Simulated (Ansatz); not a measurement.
# Silicon, dhcp under PBE: from relaxation to bulk modulus

Aim: take silicon in the dhcp structure, relax it, solve it on a dense k-mesh, then scale the cell to 7 volumes from 88 to 112 % of the relaxed one and try a fit of the equation of state. Spin polarisation is left out. The k-meshes are 13×13×4 for the relaxation; 17×17×5 for the dense run; 15×15×4 for the volumes.

Program: Ansatz 0.2.0. Level of theory: DFT PBE, plane waves (420 eV) with PAW, scalar-relativistic. These are calculated values, not measurements.

## 1. Starting point

The structure is hexagonal, space group P6_3/mmc (No. 194). Conventional cell: a = 2.769 Å, b = 2.769 Å, c = 9.044 Å, α = 90.00°, β = 90.00°, γ = 120.00°. Si (site symmetry -3m) is surrounded by 12 Si at 2.77 Å. Si (site symmetry -6m2) has 12 Si at 2.77 Å as nearest neighbours.

Structure file:

```
CELL_PARAMETERS angstrom
2.76918 0.00000 0.00000
-1.38459 2.39818 0.00000
0.00000 0.00000 9.04413
ATOMIC_POSITIONS crystal
Si 0.00000 0.00000 0.00000
Si 0.00000 0.00000 0.50000
Si 0.33333 0.66667 0.25000
Si 0.66667 0.33333 0.75000
```

## 2. Geometry optimisation

File input.yaml:

```yaml
crystal:
  lattice:
    - [2.7691764586, 0.0, 0.0]
    - [-1.3845882293, 2.3981771607, 0.0]
    - [0.0, 0.0, 9.0441303138]
  atoms:
    - { symbol: Si, position: [0.0, 0.0, 0.0] }
    - { symbol: Si, position: [0.0, 0.0, 0.5] }
    - { symbol: Si, position: [0.3333333333, 0.6666666667, 0.25] }
    - { symbol: Si, position: [0.6666666667, 0.3333333333, 0.75] }
hamiltonian:
  xc: pbe
  pseudopotentials:
    kind: paw
    azcp:
      Si: "pseudopotentials/Si.paw.azcp"
basis:
  ecutwfc: 420
  fft_grid_basis: typed
kpoints:
  mp_grid: { grid: [13, 13, 4], shift: [0, 0, 0] }
magnetization:
  spin_polarized: false
scf:
  occupations: { method: fermi_dirac, width: 0.1 }
relax:
  max_steps: 60
  f_tol: 0.01
  cell: {}
```

The program printed, shortened:

```text
[...]
Pseudopotentials: kind: paw
Pseudopotential: Si, paw, valence charge 4, recommended cutoff 420 eV (normal), <dir>
Functional definition: PBE
[...]
Crystal: 4 atoms, lattice volume = 60.062 Å³
Basis set: ecut = 420 eV, 1183 PW (Γ), exchange–correlation on 40×40×128 points (8 copies of the dense FFT grid, shifted against one another)
Bands: 12, of which v1, the nominal top of the filled ones, is band 8 counted from 1 (7 counted from 0)
Symmetry: 24 space group operations
Space group: P63/mmc (ITA 194), of the structure as read, at distance tolerance 3.9e-5 Å
k-points: 63 of 676
[...]
SCF iter   1: F=—  HF=-2541.151482 eV  |F-HF|=—  |Δ(HF+E_count)|=         —  Δρ=2.33e-3  dr2=2.21e-3  ethr=1.77e-3  ⟨swp⟩=6.2  Hψ=11373  notcnv=0  defer=1
[...]
relax step   1: F+E_penalty+E_count = -2541.15190672 eV  Δ(F+E_penalty+E_count) = +0.000e0 eV  max|allowed force component| = 2.544e-16 eV/Å  Δτ_max = 0.0000 Å  P = -3.101 GPa  Ω = 60.062 Å³  (6 SCF iters, dr2 threshold 1.00e-7 eV, accepted)
[...]
relax step   4: F+E_penalty+E_count = -2541.17887526 eV  Δ(F+E_penalty+E_count) = -2.919e-5 eV  max|allowed force component| = 1.064e-16 eV/Å  Δτ_max = 0.0000 Å  P = +0.011 GPa  Ω = 57.748 Å³  energy of the carried Pulay correction = +4.975e-4 eV  (6 SCF iters, dr2 threshold 6.78e-8 eV, accepted)
[...]
relax step   5: F+E_penalty+E_count = -2541.17850466 eV  Δ(F+E_penalty+E_count) = +3.706e-4 eV  max|allowed force component| = 1.434e-16 eV/Å  Δτ_max = 0.0000 Å  P = -0.004 GPa  Ω = 57.748 Å³  stress off target by 2.25e-2 GPa  SCF on the basis re-selected at this cell (its energy is not [...]
SCF converged after 8 iterations
Free energy (F): -2541.178505 eV
[...]
E sigma→0 (E₀):  -2541.154164 eV
Entropy (-TS):   -0.048682 eV (-12.171 meV/atom)
Fermi energy:    10.709423 eV
[...]
--- Forces (eV/Å), atoms counted from 1 ---
  atom   1  Si     0.00000000     0.00000000     0.00000000
  atom   2  Si     0.00000000     0.00000000     0.00000000
  atom   3  Si     0.00000000    -0.00000000     0.00000000
  atom   4  Si    -0.00000000     0.00000000    -0.00000000
[...]
--- Stress (GPa, compression-positive) ---
       -0.016614      -0.000000       0.000000
        0.000000      -0.016614      -0.000000
        0.000000      -0.000000       0.022478
  P = ⅓ Tr σ = -0.0036 GPa (-0.036 kbar)
--- Relaxed structure (4 steps of the walk, 4 accepted, 1 SCFs on fresh bases) ---
  F+E_penalty+E_count = -2541.17850466 eV   max|allowed force component| = 1.434e-16 eV/Å   (the final SCF, on the basis selected at the relaxed cell)
  cell:  # Å, volume = 57.7477 Å³
    - [2.718980927112833, 0.0, 0.0]
    - [-1.3594904635564165, 2.3547065552850786, 0.0]
    - [0.0, 0.0, 9.019696524696627]
  atoms:
    - { symbol: Si, position: [-1.3372599397684905e-33, 6.106759969785171e-35, 3.551906983278996e-35] }
    - { symbol: Si, position: [-1.4997807971293635e-33, 1.4221221847444898e-35, 0.5000000000000001] }
    - { symbol: Si, position: [0.3333333333333333, 0.6666666666666667, 0.25000000000000006] }
    - { symbol: Si, position: [0.6666666666666667, 0.3333333333333333, 0.7500000000000002] }
```

Wall time 25 s (1 thread of an x86-64 CPU, shared host); peak memory 0.55 GiB.

The steps of the relaxation:

| step | energy change (meV/atom) | largest force (eV/Å) | pressure (GPa) | volume (Å³/atom) |
| --- | --- | --- | --- | --- |
| 1 | 0.00 | 0.0000 | -3.10 | 15.015 |
| 2 | -6.28 | 0.0000 | -0.57 | 14.534 |
| 3 | -6.73 | 0.0000 | 0.16 | 14.413 |
| 4 | -6.74 | 0.0000 | 0.01 | 14.437 |
| 5 | -6.65 | 0.0000 | 0.00 | 14.437 |

Steps that repeat a cell are solved on a basis chosen anew, so their changes of energy are no gain of the relaxation.

The cell of the run, before and after:

|  | before | after | change |
| --- | --- | --- | --- |
| a (Å) | 2.769 | 2.719 | -1.8 % |
| b (Å) | 2.769 | 2.719 | -1.8 % |
| c (Å) | 9.044 | 9.020 | -0.3 % |
| volume (Å³/atom) | 15.015 | 14.437 | -3.9 % |
| shortest distance (Å) | 2.769 | 2.719 | -1.8 % |
| space group (spins left aside) | P6_3/mmc | P6_3/mmc | same |

## 3. Dense single point

File input.yaml:

```yaml
crystal:
  lattice:
    - [2.7189809271, 0.0, 0.0]
    - [-1.3594904636, 2.3547065553, 0.0]
    - [0.0, 0.0, 9.0196965247]
  atoms:
    - { symbol: Si, position: [1.0, 0.0, 0.0] }
    - { symbol: Si, position: [1.0, 0.0, 0.5] }
    - { symbol: Si, position: [0.3333333333, 0.6666666667, 0.25] }
    - { symbol: Si, position: [0.6666666667, 0.3333333333, 0.75] }
hamiltonian:
  xc: pbe
  pseudopotentials:
    kind: paw
    azcp:
      Si: "pseudopotentials/Si.paw.azcp"
basis:
  ecutwfc: 420
  fft_grid_basis: typed
kpoints:
  mp_grid: { grid: [17, 17, 5], shift: [0, 0, 0] }
magnetization:
  spin_polarized: false
scf:
  occupations: { method: fermi_dirac, width: 0.1 }
```

The program printed, shortened:

```text
[...]
Pseudopotentials: kind: paw
Pseudopotential: Si, paw, valence charge 4, recommended cutoff 420 eV (normal), <dir>
Functional definition: PBE
[...]
Crystal: 4 atoms, lattice volume = 57.748 Å³
Basis set: ecut = 420 eV, 1153 PW (Γ)
Bands: 12, of which v1, the nominal top of the filled ones, is band 8 counted from 1 (7 counted from 0)
Symmetry: 24 space group operations
Space group: P63/mmc (ITA 194), of the structure as read, at distance tolerance 3.9e-5 Å
k-points: 99 of 1445
[...]
SCF iter   1: F=—  HF=-2541.183021 eV  |F-HF|=—  |Δ(HF+E_count)|=         —  Δρ=2.47e-3  dr2=2.40e-3  ethr=1.77e-3  ⟨swp⟩=6.3  Hψ=18047  notcnv=0  defer=3
[...]
SCF iter   6: F=-2541.183349 eV  HF=-2541.183349 eV  |F-HF|=7.96e-11  |Δ(HF+E_count)|=   6.62e-9  Δρ=8.07e-7  dr2=3.11e-10  ethr=1.74e-10  ⟨swp⟩=1.0  Hψ=3911  notcnv=0
[...]
SCF converged after 6 iterations
Free energy (F): -2541.183349 eV
[...]
E sigma→0 (E₀):  -2541.156332 eV
Entropy (-TS):   -0.054035 eV (-13.509 meV/atom)
Fermi energy:    10.754680 eV
[...]
```

Wall time 6 s (1 thread of an x86-64 CPU, shared host); peak memory 0.54 GiB.

## 4. At 88 % of the relaxed volume

Changes to input.yaml since step 3:

```diff
@@ -2,5 +2,5 @@
   lattice:
-    - [2.7189809271, 0.0, 0.0]
-    - [-1.3594904636, 2.3547065553, 0.0]
-    - [0.0, 0.0, 9.0196965247]
+    - [2.605555841, 0.0, 0.0]
+    - [-1.3027779205, 2.2564775493, 0.0]
+    - [0.0, 0.0, 8.6434306066]
   atoms:
@@ -20,3 +20,3 @@
 kpoints:
-  mp_grid: { grid: [17, 17, 5], shift: [0, 0, 0] }
+  mp_grid: { grid: [15, 15, 4], shift: [0, 0, 0] }
 magnetization:
@@ -25 +25,4 @@
   occupations: { method: fermi_dirac, width: 0.1 }
+  lower_state_search: "off"
+output:
+  stress: true
```

The program printed, shortened:

```text
[...]
Pseudopotentials: kind: paw
Pseudopotential: Si, paw, valence charge 4, recommended cutoff 420 eV (normal), <dir>
Functional definition: PBE
[...]
Crystal: 4 atoms, lattice volume = 50.818 Å³
Basis set: ecut = 420 eV, 1019 PW (Γ)
Bands: 12, of which v1, the nominal top of the filled ones, is band 8 counted from 1 (7 counted from 0)
Symmetry: 24 space group operations
Space group: P63/mmc (ITA 194), of the structure as read, at distance tolerance 3.7e-5 Å
k-points: 81 of 900
[...]
SCF iter   1: F=—  HF=-2540.896892 eV  |F-HF|=—  |Δ(HF+E_count)|=         —  Δρ=3.79e-3  dr2=5.10e-3  ethr=1.77e-3  ⟨swp⟩=6.2  Hψ=14849  notcnv=0  defer=2
[...]
SCF iter   6: F=-2540.896633 eV  HF=-2540.896633 eV  |F-HF|=1.41e-10  |Δ(HF+E_count)|=   5.88e-9  Δρ=1.08e-6  dr2=4.94e-10  ethr=1.24e-10  ⟨swp⟩=2.0  Hψ=3681  notcnv=0
[...]
SCF converged after 6 iterations
Free energy (F): -2540.896633 eV
[...]
E sigma→0 (E₀):  -2540.869243 eV
Entropy (-TS):   -0.054779 eV (-13.695 meV/atom)
Fermi energy:    12.611974 eV
[...]
--- Stress (GPa, compression-positive) ---
       13.126222      -0.000000       0.000000
        0.000000      13.126222       0.000000
        0.000000       0.000000      16.243105
  P = ⅓ Tr σ = 14.1652 GPa (141.652 kbar)
```

Wall time 5.2 s (1 thread of an x86-64 CPU, shared host); peak memory 0.51 GiB.

## 5. At 92 % of the relaxed volume

Changes to input.yaml since step 4:

```diff
@@ -2,5 +2,5 @@
   lattice:
-    - [2.605555841, 0.0, 0.0]
-    - [-1.3027779205, 2.2564775493, 0.0]
-    - [0.0, 0.0, 8.6434306066]
+    - [2.6444504684, 0.0, 0.0]
+    - [-1.3222252342, 2.2901612847, 0.0]
+    - [0.0, 0.0, 8.7724560558]
   atoms:
```

The program printed, shortened:

```text
[...]
Pseudopotentials: kind: paw
Pseudopotential: Si, paw, valence charge 4, recommended cutoff 420 eV (normal), <dir>
Functional definition: PBE
[...]
Crystal: 4 atoms, lattice volume = 53.128 Å³
Basis set: ecut = 420 eV, 1067 PW (Γ)
Bands: 12, of which v1, the nominal top of the filled ones, is band 8 counted from 1 (7 counted from 0)
Symmetry: 24 space group operations
Space group: P63/mmc (ITA 194), of the structure as read, at distance tolerance 3.8e-5 Å
k-points: 81 of 900
[...]
SCF iter   1: F=—  HF=-2541.057180 eV  |F-HF|=—  |Δ(HF+E_count)|=         —  Δρ=3.16e-3  dr2=3.63e-3  ethr=1.77e-3  ⟨swp⟩=6.1  Hψ=14708  notcnv=0  defer=3
[...]
SCF iter   6: F=-2541.057282 eV  HF=-2541.057282 eV  |F-HF|=5.00e-11  |Δ(HF+E_count)|=   4.07e-9  Δρ=7.20e-7  dr2=2.28e-10  ethr=1.06e-10  ⟨swp⟩=1.9  Hψ=3584  notcnv=0
[...]
SCF converged after 6 iterations
Free energy (F): -2541.057282 eV
[...]
E sigma→0 (E₀):  -2541.028509 eV
Entropy (-TS):   -0.057546 eV (-14.387 meV/atom)
Fermi energy:    11.942918 eV
[...]
--- Stress (GPa, compression-positive) ---
        7.371754       0.000000       0.000000
        0.000000       7.371754       0.000000
        0.000000       0.000000      10.280664
  P = ⅓ Tr σ = 8.3414 GPa (83.414 kbar)
```

Wall time 6.3 s (1 thread of an x86-64 CPU, shared host); peak memory 0.53 GiB.

## 6. At 96 % of the relaxed volume

Changes to input.yaml since step 5:

```diff
@@ -2,5 +2,5 @@
   lattice:
-    - [2.6444504684, 0.0, 0.0]
-    - [-1.3222252342, 2.2901612847, 0.0]
-    - [0.0, 0.0, 8.7724560558]
+    - [2.6822334369, 0.0, 0.0]
+    - [-1.3411167185, 2.3228822953, 0.0]
+    - [0.0, 0.0, 8.8977937904]
   atoms:
```

The program printed, shortened:

```text
[...]
Pseudopotentials: kind: paw
Pseudopotential: Si, paw, valence charge 4, recommended cutoff 420 eV (normal), <dir>
Functional definition: PBE
[...]
Crystal: 4 atoms, lattice volume = 55.438 Å³
Basis set: ecut = 420 eV, 1091 PW (Γ)
Bands: 12, of which v1, the nominal top of the filled ones, is band 8 counted from 1 (7 counted from 0)
Symmetry: 24 space group operations
Space group: P63/mmc (ITA 194), of the structure as read, at distance tolerance 3.8e-5 Å
k-points: 81 of 900
[...]
SCF iter   1: F=—  HF=-2541.142565 eV  |F-HF|=—  |Δ(HF+E_count)|=         —  Δρ=2.74e-3  dr2=2.78e-3  ethr=1.77e-3  ⟨swp⟩=6.3  Hψ=14700  notcnv=0  defer=4
[...]
SCF iter   6: F=-2541.142835 eV  HF=-2541.142835 eV  |F-HF|=9.82e-11  |Δ(HF+E_count)|=  3.20e-10  Δρ=3.54e-7  dr2=1.38e-10  ethr=9.06e-12  ⟨swp⟩=1.3  Hψ=3256  notcnv=0
[...]
SCF converged after 6 iterations
Free energy (F): -2541.142835 eV
[...]
E sigma→0 (E₀):  -2541.112795 eV
Entropy (-TS):   -0.060080 eV (-15.020 meV/atom)
Fermi energy:    11.321336 eV
[...]
--- Stress (GPa, compression-positive) ---
        2.837262      -0.000000       0.000000
       -0.000000       2.837262       0.000000
        0.000000       0.000000       5.411360
  P = ⅓ Tr σ = 3.6953 GPa (36.953 kbar)
```

Run time: 5.9 s. Hardware: 1 thread of an x86-64 CPU, shared host; peak memory 0.53 GiB.

## 7. At 100 % of the relaxed volume

Changes to input.yaml since step 6:

```diff
@@ -2,5 +2,5 @@
   lattice:
-    - [2.6822334369, 0.0, 0.0]
-    - [-1.3411167185, 2.3228822953, 0.0]
-    - [0.0, 0.0, 8.8977937904]
+    - [2.7189809271, 0.0, 0.0]
+    - [-1.3594904636, 2.3547065553, 0.0]
+    - [0.0, 0.0, 9.0196965247]
   atoms:
```

The program printed, shortened:

```text
[...]
Pseudopotentials: kind: paw
Pseudopotential: Si, paw, valence charge 4, recommended cutoff 420 eV (normal), <dir>
Functional definition: PBE
[...]
Crystal: 4 atoms, lattice volume = 57.748 Å³
Basis set: ecut = 420 eV, 1153 PW (Γ)
Bands: 12, of which v1, the nominal top of the filled ones, is band 8 counted from 1 (7 counted from 0)
Symmetry: 24 space group operations
Space group: P63/mmc (ITA 194), of the structure as read, at distance tolerance 3.9e-5 Å
k-points: 81 of 900
[...]
SCF iter   1: F=—  HF=-2541.167787 eV  |F-HF|=—  |Δ(HF+E_count)|=         —  Δρ=2.48e-3  dr2=2.38e-3  ethr=1.77e-3  ⟨swp⟩=6.2  Hψ=14696  notcnv=0  defer=3
[...]
SCF iter   6: F=-2541.168126 eV  HF=-2541.168126 eV  |F-HF|=6.59e-11  |Δ(HF+E_count)|=   4.28e-9  Δρ=6.78e-7  dr2=2.38e-10  ethr=1.12e-10  ⟨swp⟩=2.0  Hψ=3692  notcnv=0
[...]
SCF converged after 6 iterations
Free energy (F): -2541.168126 eV
[...]
E sigma→0 (E₀):  -2541.137166 eV
Entropy (-TS):   -0.061921 eV (-15.480 meV/atom)
Fermi energy:    10.743902 eV
[...]
--- Stress (GPa, compression-positive) ---
       -0.795263      -0.000000      -0.000000
       -0.000000      -0.795263      -0.000000
       -0.000000      -0.000000       1.402873
  P = ⅓ Tr σ = -0.0626 GPa (-0.626 kbar)
```

Wall time 5.5 s (1 thread of an x86-64 CPU, shared host); peak memory 0.53 GiB.

## 8. At 104 % of the relaxed volume

Changes to input.yaml since step 7:

```diff
@@ -2,5 +2,5 @@
   lattice:
-    - [2.7189809271, 0.0, 0.0]
-    - [-1.3594904636, 2.3547065553, 0.0]
-    - [0.0, 0.0, 9.0196965247]
+    - [2.7547610951, 0.0, 0.0]
+    - [-1.3773805476, 2.3856930897, 0.0]
+    - [0.0, 0.0, 9.1383903536]
   atoms:
```

The program printed, shortened:

```text
[...]
Pseudopotentials: kind: paw
Pseudopotential: Si, paw, valence charge 4, recommended cutoff 420 eV (normal), <dir>
Functional definition: PBE
[...]
Crystal: 4 atoms, lattice volume = 60.058 Å³
Basis set: ecut = 420 eV, 1177 PW (Γ)
Bands: 12, of which v1, the nominal top of the filled ones, is band 8 counted from 1 (7 counted from 0)
Symmetry: 24 space group operations
Space group: P63/mmc (ITA 194), of the structure as read, at distance tolerance 3.9e-5 Å
k-points: 81 of 900
[...]
SCF iter   1: F=—  HF=-2541.144088 eV  |F-HF|=—  |Δ(HF+E_count)|=         —  Δρ=2.31e-3  dr2=2.25e-3  ethr=1.77e-3  ⟨swp⟩=6.1  Hψ=14539  notcnv=0  defer=1
[...]
SCF iter   6: F=-2541.144452 eV  HF=-2541.144452 eV  |F-HF|=1.55e-10  |Δ(HF+E_count)|=   6.24e-9  Δρ=1.04e-6  dr2=5.39e-10  ethr=1.93e-10  ⟨swp⟩=2.0  Hψ=3809  notcnv=0
[...]
SCF converged after 6 iterations
Free energy (F): -2541.144452 eV
[...]
E sigma→0 (E₀):  -2541.112425 eV
Entropy (-TS):   -0.064055 eV (-16.014 meV/atom)
Fermi energy:    10.205795 eV
[...]
--- Stress (GPa, compression-positive) ---
       -3.742197       0.000000       0.000000
        0.000000      -3.742197      -0.000000
        0.000000      -0.000000      -1.859033
  P = ⅓ Tr σ = -3.1145 GPa (-31.145 kbar)
```

Run time: 5 s. Hardware: 1 thread of an x86-64 CPU, shared host; peak memory 0.55 GiB.

## 9. At 108 % of the relaxed volume

Changes to input.yaml since step 8:

```diff
@@ -2,5 +2,5 @@
   lattice:
-    - [2.7547610951, 0.0, 0.0]
-    - [-1.3773805476, 2.3856930897, 0.0]
-    - [0.0, 0.0, 9.1383903536]
+    - [2.7896351909, 0.0, 0.0]
+    - [-1.3948175955, 2.4158949426, 0.0]
+    - [0.0, 0.0, 9.2540784621]
   atoms:
```

The program printed, shortened:

```text
[...]
Pseudopotentials: kind: paw
Pseudopotential: Si, paw, valence charge 4, recommended cutoff 420 eV (normal), <dir>
Functional definition: PBE
[...]
Crystal: 4 atoms, lattice volume = 62.368 Å³
Basis set: ecut = 420 eV, 1207 PW (Γ)
Bands: 12, of which v1, the nominal top of the filled ones, is band 8 counted from 1 (7 counted from 0)
Symmetry: 24 space group operations
Space group: P63/mmc (ITA 194), of the structure as read, at distance tolerance 4.0e-5 Å
k-points: 81 of 900
[...]
SCF iter   1: F=—  HF=-2541.080798 eV  |F-HF|=—  |Δ(HF+E_count)|=         —  Δρ=2.18e-3  dr2=2.19e-3  ethr=1.77e-3  ⟨swp⟩=6.0  Hψ=14513  notcnv=0  defer=1
[...]
SCF iter   6: F=-2541.081214 eV  HF=-2541.081214 eV  |F-HF|=2.72e-10  |Δ(HF+E_count)|=   5.08e-9  Δρ=1.37e-6  dr2=9.31e-10  ethr=1.87e-10  ⟨swp⟩=2.0  Hψ=3802  notcnv=0
[...]
SCF converged after 6 iterations
Free energy (F): -2541.081214 eV
[...]
E sigma→0 (E₀):  -2541.047925 eV
Entropy (-TS):   -0.066579 eV (-16.645 meV/atom)
Fermi energy:    9.701835 eV
[...]
--- Stress (GPa, compression-positive) ---
       -6.129722       0.000000       0.000000
        0.000000      -6.129722       0.000000
        0.000000       0.000000      -4.443374
  P = ⅓ Tr σ = -5.5676 GPa (-55.676 kbar)
```

It took 5 s on 1 thread of an x86-64 CPU, shared host; peak memory 0.53 GiB.

## 10. At 112 % of the relaxed volume

Changes to input.yaml since step 9:

```diff
@@ -2,5 +2,5 @@
   lattice:
-    - [2.7896351909, 0.0, 0.0]
-    - [-1.3948175955, 2.4158949426, 0.0]
-    - [0.0, 0.0, 9.2540784621]
+    - [2.8236584854, 0.0, 0.0]
+    - [-1.4118292427, 2.44535998, 0.0]
+    - [0.0, 0.0, 9.366944201]
   atoms:
```

The program printed, shortened:

```text
[...]
Pseudopotentials: kind: paw
Pseudopotential: Si, paw, valence charge 4, recommended cutoff 420 eV (normal), <dir>
Functional definition: PBE
[...]
Crystal: 4 atoms, lattice volume = 64.677 Å³
Basis set: ecut = 420 eV, 1279 PW (Γ)
Bands: 12, of which v1, the nominal top of the filled ones, is band 8 counted from 1 (7 counted from 0)
Symmetry: 24 space group operations
Space group: P63/mmc (ITA 194), of the structure as read, at distance tolerance 4.0e-5 Å
k-points: 81 of 900
[...]
SCF iter   1: F=—  HF=-2540.985819 eV  |F-HF|=—  |Δ(HF+E_count)|=         —  Δρ=2.03e-3  dr2=2.04e-3  ethr=1.77e-3  ⟨swp⟩=6.1  Hψ=14415  notcnv=0  defer=2
[...]
SCF iter   6: F=-2540.986298 eV  HF=-2540.986298 eV  |F-HF|=3.69e-10  |Δ(HF+E_count)|=   4.83e-9  Δρ=1.56e-6  dr2=1.24e-9  ethr=1.95e-10  ⟨swp⟩=2.0  Hψ=3788  notcnv=0
[...]
SCF converged after 6 iterations
Free energy (F): -2540.986298 eV
[...]
E sigma→0 (E₀):  -2540.951873 eV
Entropy (-TS):   -0.068850 eV (-17.213 meV/atom)
Fermi energy:    9.228697 eV
[...]
--- Stress (GPa, compression-positive) ---
       -8.059503       0.000000       0.000000
       -0.000000      -8.059503       0.000000
        0.000000       0.000000      -6.461995
  P = ⅓ Tr σ = -7.5270 GPa (-75.270 kbar)
```

Wall time 6 s (1 thread of an x86-64 CPU, shared host); peak memory 0.54 GiB.

## 11. The equation of state

The cell was scaled evenly, with its shape and the fractional positions fixed.

| V (Å³/atom) | E − E₀ (meV/atom) | P from the stress (GPa) | P from the fit (GPa) |
| --- | --- | --- | --- |
| 12.704 | 67.0 | 14.17 | 14.04 |
| 13.282 | 27.1 | 8.34 | 8.26 |
| 13.859 | 6.1 | 3.70 | 3.62 |
| 14.437 | 0.0 | -0.06 | -0.14 |
| 15.014 | 6.2 | -3.11 | -3.18 |
| 15.592 | 22.3 | -5.57 | -5.65 |
| 16.169 | 46.3 | -7.53 | -7.64 |

Fit (Birch-Murnaghan, third order): V₀ = 14.413 Å³/atom, B₀ = 85 GPa, B₀′ = 4.3, largest residual 0.04 meV/atom.

Fit and stress differ a little: one follows E(σ → 0), the other the smeared free energy.

## 12. Summary of results

| quantity | value |
| --- | --- |
| space group (spins left aside) | P6_3/mmc (No. 194) |
| conventional cell | a = 2.719 Å, c = 9.020 Å (c/a = 3.317) |
| volume | 14.437 Å³/atom |
| shortest distance | 2.719 Å |
| gap on the mesh | none (levels filled in part) |
| relative to diamond | +520 meV/atom |
| V₀, B₀, B₀′ | 14.413 Å³/atom, 85 GPa, 4.3 |

In words: From the guessed start the volume shrank by 3.9 % in 5 steps. It lies 520 meV/atom above the element's reference form at the same level (diamond, from a run of its own), so it is far from stable. No gap shows: it is a metal or semimetal at this level. B₀ comes out at 85 GPa; letting shape and positions relax at each volume could only lower it. Relaxation kept the symmetry; phonons were not checked.
